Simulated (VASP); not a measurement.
Input of a VASP 6.6.1 run:

INCAR

```
ALGO     = Normal         # electronic algorithm
EDIFF    = 1E-7           # SCF threshold, eV
EDIFFG   = -0.005         # ionic threshold
ENCUT    = 600            # plane-wave cutoff, eV
GGA      = RP             # functional
IBRION   = 2              # ionic algorithm
ISIF     = 3              # what is computed and relaxed
ISMEAR   = 0              # smearing method
LASPH    = T              # aspherical terms in the spheres
LCHARG   = F              # write CHGCAR
LREAL    = F              # projectors in reciprocal space
LWAVE    = F              # write WAVECAR
NELM     = 80             # most SCF steps
NSW      = 90             # ionic steps
PREC     = Accurate       # precision mode
SIGMA    = 0.03           # smearing width, eV
```

Contents of KPOINTS:

```
k-points
0
Gamma
  10 10 10
```

POSCAR

```
SnTe                                    
1.0
    0.0000000000      3.2412698058      3.2412698058
    3.2412698058     -0.0000000000      3.2412698058
    3.2412698058      3.2412698058      0.0000000000
  Sn              Te            
     1     1
Direct
     0.0000000000000000    0.0000000000000000    0.0000000000000000
     0.5000000000000000    0.5000000000000000    0.5000000000000000
```

Potentials or basis: VASP PAW PBE potentials, release 64 (Sn_d, Te).

The run is started by

```sh
$ cat potpaw_PBE.64/Sn_d/POTCAR potpaw_PBE.64/Te/POTCAR > POTCAR
$ mpirun -np 1 vasp_std > vasp.out
```

**Question.** Estimate the band gap on the k mesh.

**Answer.** 0.17 eV, direct.

Final structure:
```
Sn Te
1.0
     0.00000    3.24127    3.24127
     3.24127    0.00000    3.24127
     3.24127    3.24127    0.00000
Sn Te
1 1
Direct
  0.00000 0.00000 0.00000
  0.50000 0.50000 0.50000
```

Caveat: the relaxation stopped at its first step, so nothing moved; spin-orbit coupling is left out, which moves the levels of the heavy elements. A k mesh can miss the band edges.
